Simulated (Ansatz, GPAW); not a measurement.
**Si2Ni: programs and potentials compared**

```
Ni Si
1.0
     0.00000    2.70300    2.70300
     2.70300    0.00000    2.70300
     2.70300    2.70300    0.00000
Ni Si
1 2
Cartesian
  0.0000 0.0000 0.0000
  4.0545 4.0545 4.0545
  1.3515 1.3515 1.3515
```

Alike in all runs: task band structure; functional PBEsol; k mesh 9 × 9 × 9; occupations fermi-dirac, width 0.05 eV; collinear spin, ferromagnetic start; no spin-orbit coupling. Pressure is positive in compression and, in plane waves, holds the error of the finite cutoff, which Ansatz's Pulay term estimates and takes out.

```
                           program and potentials  plane-wave cutoff (eV)                                                                                notes  band gap (eV)  pressure (GPa)  net moment per atom (μB)
        Ansatz, PAW datasets made for the crystal                     320                                            8.67 valence electrons an atom on average         no gap           -0.92                      0.00
GPAW, PAW data sets generated for this functional                     600  8 valence electrons an atom on average; this data set often lies off other programs         no gap            0.36                      0.00
   Ansatz, all-electron LAPW, scalar-relativistic                       -                                                                                    -         no gap           -0.91                      0.00
```

None finds a gap. The pressure spans -0.92 (Ansatz, PAW datasets made for the crystal) to 0.36 GPa (GPAW, PAW data sets generated for this functional), with all-electron results at -0.91. All agree on the net moment per atom. The state is the one that the start led to, which needn't be the lowest.

The functional is the same throughout but for its coding, so the spread measures potentials, basis and numerics; runs on potential files found faulty are left out.

The fluorite-type disilicide comes out as a nonmagnetic metal in every run, as is well known for this compound. Elemental nickel is a ferromagnet because its narrow, partly filled d band puts a high density of states at the Fermi level. Surrounded by silicon, the Ni 3d states mix with Si 3p, and the mainly d-like states lie largely filled below the Fermi level. What remains there is broad and p–d hybridised, enough to conduct but probably too thin to sustain exchange splitting, so the ferromagnetic start collapses.

The close match between the Ansatz PAW and all-electron pressures suggests that this functional favours a slightly smaller cell. GPAW gives the opposite sign, so its result alone would point to slight expansion. Its smaller valence count is consistent with Ni 3s being frozen in the core, one possible contribution beside other differences in the data sets and basis. With a single nickel atom in the cell, antiferromagnetic order between nickel sites remains untested.
